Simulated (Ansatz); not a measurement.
# NaCl: the cost of one run

Method: DFT LDA, scalar-relativistic, plane waves, PAW, in Ansatz 0.2.0.

71 further runs of the same task are left out: 71 set aside as unsound or not needed.

### Step 1. The structure to begin with

The structure is cubic, space group Pm-3m (No. 221). Conventional cell: a = 3.370 Å, b = 3.370 Å, c = 3.370 Å, α = 90.00°, β = 90.00°, γ = 90.00°. Na (site symmetry m-3m) has 8 Cl at 2.92 Å as nearest neighbours. Cl (site symmetry m-3m) is surrounded by 8 Na at 2.92 Å.

Coordinates:

```cif
data_structure
_symmetry_space_group_name_H-M 'P 1'
_symmetry_Int_Tables_number 1
_cell_length_a 3.3697
_cell_length_b 3.3697
_cell_length_c 3.3697
_cell_angle_alpha 90.000
_cell_angle_beta 90.000
_cell_angle_gamma 90.000
_cell_volume 38.26
loop_
_atom_site_label
_atom_site_type_symbol
_atom_site_fract_x
_atom_site_fract_y
_atom_site_fract_z
_atom_site_occupancy
Na1 Na 0.00000 0.00000 0.00000 1
Cl1 Cl 0.50000 0.50000 0.50000 1
```

It goes back to an entry of the Materials Project, which need not be the stable form.

This cell was relaxed beforehand with the same method: volume 19.13 Å³/atom, gap on the mesh 4.00 eV.

### Step 2. Plan of the line

The energy is mapped over volume and the cell's shape.

- volume per atom: 11 values from 16.84 to 21.43 Å³
- c/a of the conventional cell: 11 values from 0.923 to 1.083

Nothing else is relaxed (symmetry fixes all fractional coordinates). Energies count from the relaxed crystal. Points are written as (first, second).

### Step 3. Point (17.30 Å³, 0.968)

Input file input.yaml:

```yaml
crystal:
  lattice:
    - [3.2933047996, 0.0, 0.0]
    - [0.0, 3.2933047996, 0.0]
    - [0.0, 0.0, 3.1892363679]
  atoms:
    - { symbol: Na, position: [0.0, 0.0, 0.0] }
    - { symbol: Cl, position: [0.5, 0.5, 0.5] }
basis:
  ecutwfc: 340.0
kpoints:
  mp_grid: { grid: [8, 8, 8] }
hamiltonian:
  xc: lda
scf:
  occupations: { method: gaussian, width: 0.05 }
output:
  forces: true
  stress: true
  eigenvalues: true
```

The run is started by

```bash
ansatz run input.yaml --threads 1 --pin off --max-ram 2048MiB --backend cpu --events-out ev --progress --plain --runs-dir out
```

**Question.** How long does this run take on 1 thread of Arm Neoverse V2, shared host, and how much memory does it need?

About 1.1 s, with a peak of 0.27 GiB.
